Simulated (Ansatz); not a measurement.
# AlCo (Pm-3m) in Ansatz: equation of state, part 2 of 2

Ansatz 0.2.0.

## 8. Single point, PBE, collinear spin, ferromagnetic start, 11.88 Å³/atom (volume scaled by 1.06)

input.yaml

```yaml
crystal:
  lattice:
    - [2.8746996645, 0.0, 0.0]
    - [0.0, 2.8746996645, 0.0]
    - [0.0, 0.0, 2.8746996645]
  atoms:
    - { symbol: Co, position: [0.5, 0.5, 0.5], spin: 2.0 }
    - { symbol: Al, position: [0.0, 0.0, 0.0] }
hamiltonian:
  xc: pbe
  pseudopotentials: { kind: paw }
magnetization:
  spin_polarized: true
kpoints:
  mp_grid: { grid: [9, 9, 9] }
scf:
  occupations: { method: fermi_dirac, width: 0.05 }
output:
  forces: true
  stress: true
  eigenvalues: true
```

Potentials or basis: Ansatz PAW.

Run with:

```bash
ansatz run input.yaml --threads 1 --pin off --max-ram 2560MiB --backend cpu --events-out ev --progress --plain --runs-dir out
```

The program printed:

```text
Warning: RAYON_NUM_THREADS=1 ignored (pool sized by the plan → 1); use --threads N
Engine: ansatz 0.2.0, aarch64-unknown-linux-gnu
Pseudopotentials: kind: paw
Pseudopotential: Co, paw, valence charge 17, recommended cutoff 420 eV (normal), Co.paw.azcp
Pseudopotential: Al, paw, valence charge 3, recommended cutoff 420 eV (normal), Al.paw.azcp
Functional definition: PBE
  parameter kappa = 0.804
  parameter beta = 0.06672455060314922
  exchange = pbe_x(kappa = kappa, mu = beta*pi^2/3)
  correlation = pbe_c(beta = beta)
Crystal: 2 atoms, lattice volume = 23.756 Å³
Basis set: ecut = 420 eV, 461 PW (Γ), exchange–correlation on 40×40×40 points (8 copies of the dense FFT grid, shifted against one another)
Bands: 15, of which v1, the nominal top of the filled ones, is band 10 counted from 1 (9 counted from 0)
Symmetry: 48 space group operations
Space group: Pm-3m (ITA 221), of the structure as read, at distance tolerance 2.9e-5 Å
Magnetic group: BNS 221.92 (UNI 1594), of the structure as read, at distance tolerance 2.9e-5 Å
k-points: 35 of 729
Non-local potential: Co, projectors of the file, l = 0: 3, l = 1: 2, l = 2: 3, l = 3: 1
Non-local potential: Al, projectors of the file, l = 0: 2, l = 1: 2, l = 2: 1
PAW form: soft (Blöchl's): semilocal exchange-correlation on the pseudo side does not see the compensation charge
PAW one-centre angular grid: Co, 590 points (default); XC on 64 Gauss nodes
PAW one-centre angular grid: Al, 110 points (default); XC on 64 Gauss nodes
Initial density: superposition of atomic densities (chi_scale 0.1, normalization cell)
Starting moments: Σ|m| = 2 μB on 1 of 2 sites
Initial wavefunctions: pseudopotential atomic-orbital guess
Functional: x = pbe(κ = 0.804, μ = 0.2195149727645171), c = pbe(β = 0.06672455060314922)
SCF iter   1: F=—  HF=-5664.368025 eV  |F-HF|=—  |Δ(HF+E_count)|=         —  Δρ=2.15e-1 (↑2.15e-1 ↓1.29e-1)  dr2=1.30e0  dr2_m=6.28e0  M=0.095 μB ∫|m|=0.237 μB  β_m=0.30  ethr=3.10e-3  ⟨swp⟩=4.6  Hψ=4782  notcnv=0
Mixer restart at iter 1: flushing history
preconditioner: auto → none  [metal: Δε(μ)=0.066 eV  Ē_g=8.936 eV  σ=0.050 eV  W_gap=0.32  n_scr=6 (ndim 8)  ℏωp=26.4 eV  f_vac=0.000  D(μ)=0.89/eV (n_scr^D=6)  sad-step TF]
SCF iter   2: F=—  HF=-5663.682922 eV  |F-HF|=—  |Δ(HF+E_count)|=   6.85e-1  Δρ=1.25e-1 (↑1.10e-1 ↓1.25e-1)  dr2=2.35e-1  dr2_m=2.95e0  M=0.129 μB ∫|m|=0.258 μB  β_m=0.54  ethr=3.10e-3  ⟨swp⟩=2.7  Hψ=2302  notcnv=0  defer=24
SCF iter   3: F=—  HF=-5666.291938 eV  |F-HF|=—  |Δ(HF+E_count)|=    2.61e0  Δρ=1.51e-1 (↑1.51e-1 ↓6.77e-2)  dr2=6.87e0  dr2_m=3.98e-1  M=0.032 μB ∫|m|=0.125 μB  β_m=0.41  ethr=1.18e-3  ⟨swp⟩=3.5  Hψ=2814  notcnv=0  defer=25
SCF iter   4: F=—  HF=-5664.769163 eV  |F-HF|=—  |Δ(HF+E_count)|=    1.52e0  Δρ=1.76e-2 (↑1.91e-3 ↓1.76e-2)  dr2=4.96e-2  dr2_m=1.63e-2  M=0.047 μB ∫|m|=0.110 μB  β_m=0.70  ethr=1.18e-3  ⟨swp⟩=3.0  Hψ=2871  notcnv=0  defer=27
SCF iter   5: F=—  HF=-5664.833886 eV  |F-HF|=—  |Δ(HF+E_count)|=   6.47e-2  Δρ=1.50e-2 (↑8.47e-3 ↓1.50e-2)  dr2=8.44e-2  dr2_m=2.37e-3  M=0.024 μB ∫|m|=0.060 μB  β_m=0.85  ethr=2.48e-4  ⟨swp⟩=2.5  Hψ=2085  notcnv=0  defer=28
SCF iter   6: F=—  HF=-5664.836082 eV  |F-HF|=—  |Δ(HF+E_count)|=   2.20e-3  Δρ=3.20e-3 (↑3.20e-3 ↓2.95e-3)  dr2=6.64e-3  dr2_m=1.03e-5  M=0.003 μB ∫|m|=0.008 μB  β_m=0.79  ethr=2.48e-4  ⟨swp⟩=2.4  Hψ=1833  notcnv=0  defer=28
SCF iter   7: F=—  HF=-5664.837057 eV  |F-HF|=—  |Δ(HF+E_count)|=   9.75e-4  Δρ=1.69e-3 (↑1.69e-3 ↓5.85e-4)  dr2=7.56e-4  dr2_m=7.16e-5  M=0.004 μB ∫|m|=0.010 μB  β_m=0.89  ethr=3.32e-5  ⟨swp⟩=2.0  Hψ=1655  notcnv=0  defer=28
SCF iter   8: F=—  HF=-5664.837066 eV  |F-HF|=—  |Δ(HF+E_count)|=   8.66e-6  Δρ=4.89e-4 (↑4.89e-4 ↓1.34e-4)  dr2=2.91e-5  dr2_m=2.05e-5  M=0.002 μB ∫|m|=0.004 μB  β_m=0.95  ethr=3.78e-6  ⟨swp⟩=1.9  Hψ=1256  notcnv=0  defer=28
SCF iter   9: F=—  HF=-5664.837095 eV  |F-HF|=—  |Δ(HF+E_count)|=   2.89e-5  Δρ=4.61e-5 (↑4.61e-5 ↓2.63e-5)  dr2=3.65e-7  dr2_m=2.05e-7  M=0.000 μB ∫|m|=0.000 μB  β_m=0.97  ethr=1.45e-7  ⟨swp⟩=2.0  Hψ=1486  notcnv=0  defer=28
SCF iter  10: F=—  HF=-5664.837095 eV  |F-HF|=—  |Δ(HF+E_count)|=   2.01e-7  Δρ=1.24e-5 (↑1.24e-5 ↓7.00e-6)  dr2=5.46e-8  dr2_m=1.92e-9  M=0.000 μB ∫|m|=0.000 μB  β_m=0.93  ethr=1.82e-9  ⟨swp⟩=2.0  Hψ=1427  notcnv=0  defer=28
SCF iter  11: F=—  HF=-5664.837095 eV  |F-HF|=—  |Δ(HF+E_count)|=   2.44e-9  Δρ=2.16e-6 (↑2.16e-6 ↓1.87e-6)  dr2=2.59e-9  dr2_m=1.52e-11  M=0.000 μB ∫|m|=0.000 μB  β_m=0.97  ethr=2.73e-10  ⟨swp⟩=2.3  Hψ=1427  notcnv=0  defer=28
SCF iter  12: F=-5664.837095 eV  HF=-5664.837095 eV  |F-HF|=5.91e-11  |Δ(HF+E_count)|=  6.37e-12  Δρ=3.93e-7 (↑3.93e-7 ↓2.72e-7)  dr2=7.24e-11  dr2_m=9.82e-13  M=-0.000 μB ∫|m|=0.000 μB  ethr=1.29e-11  ⟨swp⟩=3.1  Hψ=3119  notcnv=0
SCF 1 converged in 12 iterations: F = -5664.837095 eV  dr2 = 7.24e-11
WARN: the starting moments were not kept: the SCF closed with an absolute magnetisation of 1.1e-6 μB, where they sum to 2 μB in size (1 site). That is at most 0.1 of that sum. Measured as dr2_m measures the in/out step, that magnetisation stands 1.4e-12 eV from none, at or under the dr2_threshold of 1.0e-7 eV: it is no larger than a step whose dr2_m would equal this threshold. The system may hold no moment; this SCF shows only that its start led to no more than that. To try another start: raise the starting moments (crystal.atoms[].spin, magnetization.per_species, magnetization.initial_magnetization, or on a non-collinear deck that types none of these the spinor_matrix: blocks that start its atoms; where the total moment is fixed, keep their sum and leave initial_magnetization as it is; typed ones take the place of any that the run laid by itself, positive ones on a crystal's lanthanoids without a Hubbard term where scf.initial_density.shell_occupations: [] is typed) or, if the notice of its spin-set hold's release reads "site moments contracting" or "site moments show no strong build", lengthen the hold (scf.mixing.spin_hold: { on: { confirm: 4 } }; for m-r²SCAN on two components see the key's manual first). Each may lead to a state that holds a moment. A second SCF, from the converged charge density, with the starting moments and any scf.initial_density.shell_occupations laid on it anew, would have followed, and was not run: the deck does not ask for one (magnetization.retry_lost_moments is false, the default). To let it run, set magnetization.retry_lost_moments: true and run the deck again, where that key's refused combinations let it; where memory then withholds it, that run's warning says so.
SCF converged after 12 iterations
Magnetization: -0.0000 μB (10.0000 up, 10.0000 down)
Absolute magnetization: 0.0000 μB (∫|ρ↑−ρ↓|, with the PAW one-centre terms)
Spin contamination: 0.0000 ħ² per cell (⟨S²⟩ above its minimum at these occupations)
Per-site moments (μB) at R_I (Å): [(-6.46916302429294e-7, 1.026944711804386), (1.428090499111395e-7, 1.026944711804386)]
Free energy (F): -5664.837095 eV
Harris-Foulkes:  -5664.837095 eV  (|F-HF|=5.91e-11)
Internal energy: -5664.831921 eV  (E = F + TS)
E sigma→0 (E₀):  -5664.834508 eV
Entropy (-TS):   -0.005174 eV (-2.587 meV/atom)
Fermi energy:    14.041469 eV
--- Per-component energies (eV) ---
  E_band       = -291.598572
  E_kinetic    = 482.069026
  E_local      = -3704.097098  (includes V_loc(G=0)·N_el)
  E_nonlocal   = 466.477636
  E_hartree    = 1598.561190
  E_xc         = -200.281756
  E_vxc        = -236.196418  (∫ρ·V_xc dr)
  E_paw        = -1985.063456  (= ΣΔE_a)
  E_vpaw       = -496.973483  (= ΣTr[D̂ρ^β])
  E_aug_tail   = 0.000068  (compensation charges beyond the density's cutoff)
  E_ewald      = -2322.497531
  E_smearing   = -0.005174  (= −TS)
  E_closure    = -0.000000  (closes the sum)
  Σ components = -5664.837095   (vs F -5664.837095, Δ=0.00e0)
--- Forces (eV/Å), atoms counted from 1 ---
  atom   1  Co     0.00000000    -0.00000000    -0.00000000
  atom   2  Al    -0.00000000    -0.00000000     0.00000000
  max |Σ_I F_I| component: 1.01e-28 eV/Å
--- Stress (GPa, compression-positive) ---
       -4.073962       0.000000       0.000000
        0.000000      -4.073962       0.000000
        0.000000       0.000000      -4.073962
  P = ⅓ Tr σ = -4.0740 GPa (-40.740 kbar)
--- Band table (eV; the first three rows and the last of 70) ---
  k-point 0 ↑: bands = ["-80.6519", "-43.9455", "-43.9455", "-43.9455", "3.1168", "11.1880", "11.1880", "13.2409", "13.2409", "13.2409", "19.8525", "19.8525", "19.8525", "22.6368", "22.6368"]
  k-point 1 ↑: bands = ["-80.6516", "-43.9500", "-43.9452", "-43.9452", "3.3464", "11.1545", "11.2500", "13.1223", "13.1223", "13.2535", "18.1227", "20.1690", "20.1690", "22.6107", "24.1674"]
  k-point 2 ↑: bands = ["-80.6508", "-43.9614", "-43.9443", "-43.9443", "4.0257", "10.8781", "11.4121", "12.8489", "12.8489", "13.2856", "15.9289", "21.0405", "21.0405", "22.5363", "25.8093"]
  k-point 34 ↓: bands = ["-80.6442", "-43.9755", "-43.9755", "-43.9755", "10.0254", "10.2896", "10.2896", "13.6749", "13.6749", "15.2513", "16.4344", "16.4344", "17.9631", "19.5882", "19.5882"]
```

Wall time 2 s (1 thread of Arm Neoverse V2, shared host); peak memory 0.28 GiB.

What came out:

- Free energy: -5664.8371 eV
- Pressure: -4.1 GPa
- Band gap on the k mesh: none (metal or under the smearing width)
- Net moment: 0.00 μB per cell
- Absolute moment: 0.00 μB per cell

Caveat: the starting moments collapsed, and a magnetic state may lie lower; the starting moments weren't kept.

## 9. Equation of state, PBE, collinear spin, ferromagnetic start

Potentials or basis: Ansatz PAW.

No new run: the results of the series are fitted here.

What came out:

| Quantity | Value |
| --- | --- |
| Equilibrium volume | 11.60 Å³/atom |
| Bulk modulus | 179 GPa |
| Pressure derivative of the bulk modulus | 4.3 |

Energy against volume, from the lowest point:
| volume (Å³/atom) | energy (meV/atom) |
| --- | --- |
| 10.533 | 64.49 |
| 10.758 | 38.67 |
| 10.982 | 19.97 |
| 11.206 | 7.71 |
| 11.430 | 1.23 |
| 11.654 | 0.00 |
| 11.878 | 3.49 |
